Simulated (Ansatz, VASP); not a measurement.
**Two plane-wave programs on AlNi**

INCAR

```
PREC     = Accurate       # precision mode
ENCUT    = 520            # plane-wave cutoff, eV
EDIFF    = 1E-6           # SCF threshold, eV
ISMEAR   = 0              # smearing method
SIGMA    = 0.15           # smearing width, eV
LREAL    = False          # projectors in reciprocal space
LASPH    = True           # aspherical terms in the spheres
NELM     = 100            # most SCF steps
ALGO     = Normal         # electronic algorithm
ISIF     = 2              # what is computed and relaxed
LWAVE    = False          # write WAVECAR
LCHARG   = True           # write CHGCAR
GGA      = PE             # functional
LELF     = True           # ELF
LVHAR    = True         
NBANDS   = 14             # bands
```

KPOINTS

```
Automatic mesh
0
Gamma
  16 16 16
```

The input POSCAR:

```
AlNi
1.0
    2.8810000000      0.0000000000      0.0000000000
    0.0000000000      2.8810000000      0.0000000000
    0.0000000000      0.0000000000      2.8810000000
Al Ni
1 1
Direct
   -0.0375748613     -0.0375748613     -0.0375748613
    0.5000000000      0.5000000000      0.5000000000
```

Input for Ansatz:

```yaml
crystal:
  lattice:
    - [2.881, 0.0, 0.0]
    - [0.0, 2.881, 0.0]
    - [0.0, 0.0, 2.881]
  atoms:
    - { symbol: Al, position: [-0.0375748613, -0.0375748613, -0.0375748613] }
    - { symbol: Ni, position: [0.5, 0.5, 0.5] }
basis:
  ecutwfc: 420
kpoints:
  mp_grid: { grid: [16, 16, 16] }
hamiltonian:
  xc: pbe
scf:
  occupations: { method: gaussian, width: 0.15 }
output:
  forces: true
  stress: true
  eigenvalues: true
```

Change from the starting cell: all Al atoms moved +0.188 Å, as atom 1 towards its neighbour atom 2 (Ni) at 2.495 Å.

Alike in both runs: task single point; functional PBE; k mesh 16 × 16 × 16; occupations gaussian, width 0.15 eV; no spin polarisation.

|  | VASP | Ansatz |
| --- | --- | --- |
| version | VASP 6.6.1 | Ansatz 0.2.0 |
| potentials or method | VASP PAW PBE potentials, release 64 (Al, Ni) | scalar-relativistic, plane waves, PAW |
| plane-wave cutoff (eV) | 520 | 420 |
| valence electrons in the cell | 13 | 21 |

Ansatz gave:

| Property | Result |
| --- | --- |
| gap on the k mesh at the Fermi level (eV) | none |
| pressure (GPa) | 4.4 |
| largest component of the traceless stress (GPa) | 1.75 |
| rms of the force components (eV/Å) | 0.697 |

Question: What did VASP give for the same quantities?

Answer: gap on the k mesh at the Fermi level (eV): none; pressure (GPa): 4.4; largest component of the traceless stress (GPa): 1.76; rms of the force components (eV/Å): 0.700.

Atom by atom the forces differ by 0.003 eV/Å (rms over components). A gap of «none» marks a metal or a gap that the smearing closes. The functional is the same, so the differences come from potentials, cutoffs and numerics. The two sets of potentials don't hold the same shells in valence.

Caveats: forces of over 1 eV/Å show positions far from the minimum, so gaps and moduli don't describe the material at rest. Spin polarisation is off, so any magnetic state and its effect on volume and gap are missing.
